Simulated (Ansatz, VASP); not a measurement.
**One calculation of CdF2, two programs**

```
Cd F
1.0
     0.00000    2.71184    2.71184
     2.71184    0.00000    2.71184
     2.71184    2.71184    0.00000
Cd F
1 2
Direct
  0.00000 0.00000 0.00000
  0.75000 0.75000 0.75000
  0.25000 0.25000 0.25000
```

Alike in both runs: task single point; functional r2SCAN; k mesh 9 × 9 × 9; occupations fermi-dirac, width 0.05 eV; no spin polarisation.

|  | VASP | Ansatz |
| --- | --- | --- |
| version | VASP 6.6.1 | Ansatz 0.2.0 |
| potentials or method | VASP PAW PBE potentials, release 64 (Cd, F) | Ansatz PAW |
| plane-wave cutoff (eV) | 520 | 500 |
| valence electrons in the cell | 26 | 34 |

VASP gave:

| Quantity | Value |
| --- | --- |
| gap on the k mesh at the Fermi level (eV) | 3.71 |
| least direct gap on the mesh (eV) | 4.21 |
| pressure (GPa) | -1.2 |

Problem. What did Ansatz give for the same quantities?

Solution. gap on the k mesh at the Fermi level (eV): 3.75; least direct gap on the mesh (eV): 4.26; pressure (GPa): -2.1.

The two sets of potentials don't hold the same shells in valence.

Caveats: the PAW data sets were made with another functional, which shifts forces and pressure a little (VASP); an odd mesh through Γ misses points on the zone boundary, where band edges often lie (VASP); odd divisions of the mesh miss points on the zone boundary, where band edges often lie, so the gap on the mesh can be too wide (Ansatz); the PAW data sets come from PBE, with cores solved anew for the run's functional, which leaves a small shift of forces and pressure (Ansatz). r2SCAN opens gaps a little over a GGA but as a rule still falls short of measured ones.
